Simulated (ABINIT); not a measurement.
# GaN (P6_3mc): G0W0 with ABINIT, start to end, part 3 of 3

Wanted: ground state, empty states, screening and self-energy for GaN (P6_3mc).

ABINIT 10.8.3; PBE and many-body steps on it, plane waves. Known limits of the many-body steps: not at the basis limit; no spin-orbit coupling.

So far. Step 4 (Empty states on the mesh, 6×6×4 mesh, 254 bands): On this mesh the gap is 1.919 eV. Step 5 (Screening, 6×6×4 mesh, 246 bands, screening to 277.6 eV): Local fields lower ε∞ by 7 %.

The database entry behind the starting cell has ideal inner coordinates that were not refined, so it need not match the best structure at ambient conditions.

## (6) Self-energy, 6×6×4 mesh, 246 bands, screening to 277.6 eV

The self-energy is evaluated for the states that the input lists, and the levels follow from it, in one-shot runs by the linearised quasiparticle equation.

This step: G0W0 on PBE, plane waves, norm-conserving pseudopotentials.

run.abi

```
acell 3*1.0 Angstrom
rprim 
  3.190000000016 -0.000000000004 0.000000000000
  -1.595000000005 2.762621038088 0.000000000000
  0.000000000000 0.000000000000 5.189000000000
ntypat 2
znucl 31 7
natom 4
typat 1 1 2 2
xred 
  0.666666666667 0.333333333333 0.000000000000
  0.333333333333 0.666666666667 0.500000000000
  0.666666666667 0.333333333333 0.375000000000
  0.333333333333 0.666666666667 0.875000000000
pp_dirpath "pseudos"
pseudos "Ga.upf, N.upf"
ecut 45
ngkpt 6 6 4
nshiftk 1
shiftk 0 0 0
kptopt 1
chksymbreak 0
istwfk *1
occopt 1
irdwfk 1
optdriver 4
nband 246
gwcalctyp 0
ecutsigx 45
symsigma 1
nkptgw 4
kptgw 
  0.0000000000 0.0000000000 0.0000000000
  0.5000000000 0.0000000000 0.0000000000
  0.0000000000 0.0000000000 0.5000000000
  0.5000000000 0.0000000000 0.5000000000
bdgw 
  25 28
  25 28
  23 28
  25 28
ecuteps 10.2
irdscr 1
ppmodel 1
indata_prefix "in"
outdata_prefix "out"
tmpdata_prefix "tmp"
```

Started as:

```
$ OMP_NUM_THREADS=1 mpirun -n 8 abinit run.abi > log
```

Numbers of over 12 decimals in the logs are rounded to 6 here.

Log:

```text
.Version 10.8.3 of ABINIT. v10.8.2 released Aug 2026.

 Symmetries : space group P6_3 m c (#186); Bravais hP (primitive hexag.)
[... echo of the input left out ...]
== DATASET  1 ==================================================================
-   mpi_nproc: 8, omp_nthreads: 1 (-1 if OMP is not activated)

--- !DatasetInfo
iteration_state: {dtset: 1, }
dimensions: {natom: 4, nkpt: 21, mband: 246, nsppol: 1, nspinor: 1, nspden: 1, mpw: 4506, }
cutoff_energies: {ecut:  45.0, pawecutdg:  -1.0, }
electrons: {nelect:   5.20000000E+01, charge:   0.00000000E+00, occopt:   1.00000000E+00, tsmear:   1.00000000E-02, }

 SIGMA: Calculation of the GW corrections

 Based on a program developped by R.W. Godby, V. Olevano, G. Onida, and L. Reining.
 Incorporated in ABINIT by V. Olevano, G.-M. Rignanese, and M. Torrent.
.Using double precision arithmetic ; gwpc =  8

[... cell and pseudopotentials left out ...]
--------------------------------------------------------------------------------

 ==== K-mesh for the wavefunctions ====
 Number of points in the irreducible wedge :    21
[... list of points left out ...]
 Together with 12 symmetry operations and time-reversal symmetry
 yields   144 points in the full Brillouin Zone.

 ==== Q-mesh for screening function ====
 Number of points in the irreducible wedge :    21
[... list of points left out ...]
 Together with 12 symmetry operations and time-reversal symmetry
 yields   144 points in the full Brillouin Zone.

 vcoul_init : cutoff-mode = AUXILIARY_FUNCTION
 q-points for optical limit:   1
     1)      0.000010    0.000020    0.000030
 setmesh: FFT mesh size selected  =    32x   32x   60
          total number of points  =        61440

 Number of electrons calculated from density =   52.0000; Expected =   52.0000
 average of density, n =  0.168504
 r_s =    1.1231
 omega_plasma =   39.5969 [eV]

 === KS Band Gaps ===
  >>>> For spin  1
   Minimum direct gap =   1.9190 [eV], located at k-point      :   0.0000  0.0000  0.0000
   Fundamental gap    =   1.9190 [eV], Top of valence bands at :   0.0000  0.0000  0.0000
                                       Bottom of conduction at :   0.0000  0.0000  0.0000
 SIGMA fundamental parameters:
 PLASMON POLE MODEL  1
 number of plane-waves for SigmaX                 4427
 number of plane-waves for SigmaC and W            465
 number of plane-waves for wavefunctions          4427
 number of bands                                   246
 number of independent spin polarizations            1
 number of spinorial components                      1
 number of k-points in IBZ                          21
 number of q-points in IBZ                          21
 number of symmetry operations                      12
 number of k-points in BZ                          144
 number of q-points in BZ                          144
 number of frequencies for dSigma/dE                 9
 frequency step for dSigma/dE [eV]                0.25
 number of omega for Sigma on real axis              0
 max omega for Sigma on real axis  [eV]           0.00
 zcut for avoiding poles [eV]                     0.10

 EPSILON^-1 parameters (SCR file):
 dimension of the eps^-1 matrix on file            465
 dimension of the eps^-1 matrix used               465
 number of plane-waves for wavefunctions          4427
 number of bands                                   246
 number of q-points in IBZ                          21
 number of frequencies                               2
 number of real frequencies                          1
 number of imag frequencies                          1

 matrix elements of self-energy operator (all in [eV])

 Perturbative Calculation

--- !SelfEnergy_ee
iteration_state: {dtset: 1, }
kpoint     : [   0.000,    0.000,    0.000, ]
spin       : 1
KS_gap     :    1.919
QP_gap     :    2.797
Delta_QP_KS:    0.878
data: !SigmaeeData |
     Band     E0 <VxcDFT>   SigX SigC(E0)      Z dSigC/dE  Sig(E)    E-E0       E
       25   6.903 -19.060 -22.515   2.704   0.797  -0.255 -19.658  -0.598   6.305
       26   6.903 -19.060 -22.515   2.704   0.797  -0.255 -19.658  -0.598   6.305
       27   8.822 -14.199 -10.152  -3.708   0.824  -0.214 -13.920   0.280   9.101
       28  11.172 -13.976  -9.010  -4.447   0.835  -0.198 -13.543   0.433  11.605

--- !SelfEnergy_ee
iteration_state: {dtset: 1, }
kpoint     : [   0.500,    0.000,    0.000, ]
spin       : 1
KS_gap     :    6.058
QP_gap     :    7.128
Delta_QP_KS:    1.070
data: !SigmaeeData |
     Band     E0 <VxcDFT>   SigX SigC(E0)      Z dSigC/dE  Sig(E)    E-E0       E
       25   4.677 -16.371 -20.428   2.914   0.800  -0.250 -17.286  -0.914   3.762
       26   5.926 -17.953 -21.779   2.898   0.797  -0.255 -18.692  -0.739   5.187
       27  11.984 -12.430  -7.636  -4.402   0.845  -0.184 -12.099   0.332  12.315
       28  12.469 -14.331  -9.105  -4.556   0.826  -0.210 -13.778   0.554  13.023

--- !SelfEnergy_ee
iteration_state: {dtset: 1, }
kpoint     : [   0.000,    0.000,    0.500, ]
spin       : 1
KS_gap     :    4.782
QP_gap     :    5.960
Delta_QP_KS:    1.179
data: !SigmaeeData |
     Band     E0 <VxcDFT>   SigX SigC(E0)      Z dSigC/dE  Sig(E)    E-E0       E
       23   6.369 -18.484 -22.159   2.822   0.797  -0.255 -19.164  -0.679   5.690
       24   6.369 -18.484 -22.159   2.822   0.797  -0.255 -19.164  -0.679   5.690
[...]
28  11.151 -14.598  -9.699  -4.291   0.822  -0.217 -14.099   0.499  11.650

--- !SelfEnergy_ee
iteration_state: {dtset: 1, }
kpoint     : [   0.500,    0.000,    0.500, ]
spin       : 1
KS_gap     :    6.321
QP_gap     :    7.491
Delta_QP_KS:    1.171
data: !SigmaeeData |
     Band     E0 <VxcDFT>   SigX SigC(E0)      Z dSigC/dE  Sig(E)    E-E0       E
       25   4.997 -17.148 -21.219   3.008   0.796  -0.256 -17.995  -0.847   4.151
       26   4.997 -17.148 -21.219   3.008   0.796  -0.256 -17.995  -0.847   4.151
       27  11.318 -12.673  -8.025  -4.262   0.839  -0.193 -12.349   0.324  11.642
       28  11.318 -12.673  -8.025  -4.262   0.839  -0.193 -12.349   0.324  11.642

== END DATASET(S) ==============================================================
================================================================================

 -outvars: echo values of variables after computation  --------
           etotal      0.0000000000E+00
            nband         246
             nkpt          21
          spgroup         186
 [... the other variables as echoed above ...]

 Calculation completed.
```

Wall time 4.9 min (8 MPI ranks of Arm Neoverse N1, shared host); peak memory 6.1 GiB.

This step gave:

* G0W0 gap on the mesh: 2.796 eV
* starting gap on the mesh: 1.919 eV
* k of the valence top: 0, 0, 0
* k of the conduction bottom: 0, 0, 0
* Z at the valence top: 0.797
* Z at the conduction bottom: 0.824
* least direct G0W0 gap on the computed points: 2.796 eV

The gap on the mesh goes from 1.92 eV to 2.80 eV, a correction of +0.88 eV.

Limits: finite bands, cutoff and mesh; no spin-orbit coupling. v1 is the top filled band, c1 the lowest empty one. Levels before and after the correction, in eV, zero at the valence-band top of each column:

```
           conduction bottom  valence top
Kohn-Sham               1.92         0.00
     G0W0               2.80         0.00
```

```
             level  energy (eV)
Kohn-Sham  Γ v2-v1        0.000
Kohn-Sham     Γ c1        1.919
Kohn-Sham     Γ c2        4.269
     G0W0  Γ v2-v1        0.000
     G0W0     Γ c1        2.796
     G0W0     Γ c2        5.300
```

## (7) Where the time went

Times are wall times on 8 MPI ranks of Arm Neoverse N1, shared host, good to a factor of about two.

```
                          step     time  share  memory (GiB)
                  ground state     37 s    1 %          0.67
bands along the symmetry lines     43 s    1 %          0.69
      empty states on the mesh  4.8 min   10 %           9.0
                     screening   38 min   78 %           6.5
                   self-energy  4.9 min   10 %           6.1
```

## (8) What came out

```
PBE gap              : 1.92 eV, direct
G0W0 gap on the mesh : 2.80 eV
GW settings          : 6×6×4 mesh, 246 bands, screening to 277.6 eV, Godby-Needs plasmon pole
known limits         : not at the basis limit; no spin-orbit coupling
```

**Reading.** G0W0 moves the gap on the mesh from 1.92 eV to 2.80 eV (+0.88 eV), with Z of 0.80 and 0.82 at the edges. Local fields lower the RPA ε∞ on this mesh from 6.32 to 5.86. The dearest step here is «screening». Bands and cutoff are finite, so the gap is not at the basis limit. The miss can reach some tenths of an eV and take either sign; the mesh is an error of its own. The many-body steps are scalar-relativistic: spin-orbit coupling is not in them.

[Paths, hosts, dates, memory and timing lines, banners, echoed tables and standing remarks are left out of the program output.]

[Logs are printed without paths, hosts, clocks, repeated set-up lines and the standing remarks that a program may print on its own settings, such as how far it seeks lower states.]

[Runs of the session that timed out or met a known fault of the program may be left out.]

[Hosts, paths, dates, database ids (printed as entryN), source tags and the programs' standing remarks are cut or masked in the printed files.]

[G0W0 gaps are taken among the corrected bands and points alone; a level outside them can change the order at an edge.]

[Where Ansatz stands beside ABINIT at settings called matched, ABINIT's density can come from a denser mesh and the files from another edition; pairs whose starting gaps differed by over 0.03 eV were left out, so agreement reads better than it is.]
